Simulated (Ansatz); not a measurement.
# Mg: one input, then a changed one

The structure comes from a relaxation in the same program, started in the diamond type, and has space group Fd-3m. Whether it is a known phase or the ground state wasn't checked.

First run: DFT, LDA, PAW with Ansatz's default frozen-core files, scalar-relativistic (Ansatz 0.2.0).

Command: `ansatz run input.yaml --threads 1 --pin off --max-ram 2048MiB --backend cpu --events-out ev --progress --plain --runs-dir out` The run took about 3.2 s on 1 thread of a shared machine.

```yaml
crystal:
  lattice:
    - [0.0, 3.4275338026, 3.4275338026]
    - [3.4275338026, 0.0, 3.4275338026]
    - [3.4275338026, 3.4275338026, 0.0]
  atoms:
    - { symbol: Mg, position: [0.0, 0.0, 0.0] }
    - { symbol: Mg, position: [0.25, 0.25, 0.25] }
kpoints:
  mp_grid: { grid: [9, 9, 9] }
  band_path:
    path:
      - [0.0, 0.0, 0.0]
      - [0.5, 0.0, 0.5]
      - [0.625, 0.25, 0.625]
      - [0.375, 0.375, 0.75]
      - [0.0, 0.0, 0.0]
      - [0.5, 0.5, 0.5]
      - [0.5, 0.25, 0.75]
      - [0.5, 0.0, 0.5]
    npoints: 5
scf:
  occupations: { method: fermi_dirac, width: 0.08 }
hamiltonian:
  xc: lda
  pseudopotentials: { kind: paw }
output:
  forces: true
  stress: true
  eigenvalues: true
  efg: { contact_densities: true }
```

Result: converged; pressure -0.79 GPa; no gap on the k mesh; 6 SCF iterations.

The input is then changed:

```diff
@@ -8,5 +8,5 @@
     - { symbol: Mg, position: [0.25, 0.25, 0.25] }
 kpoints:
-  mp_grid: { grid: [9, 9, 9] }
+  mp_grid: { grid: [6, 6, 6] }
   band_path:
     path:
@@ -30,3 +30,7 @@
   eigenvalues: true
   efg: { contact_densities: true }
+  write_density: true
+  write_potential: true
+  elf: true
+  volumetric_format: npy
```

(1) Predict the outcome of the changed run.

Results:

(1) It converged; energy at zero smearing +21.0 meV/atom from the first run; pressure -0.55 GPa; no gap on the k mesh; 7 SCF iterations. Some of these settings are too coarse for converged properties.
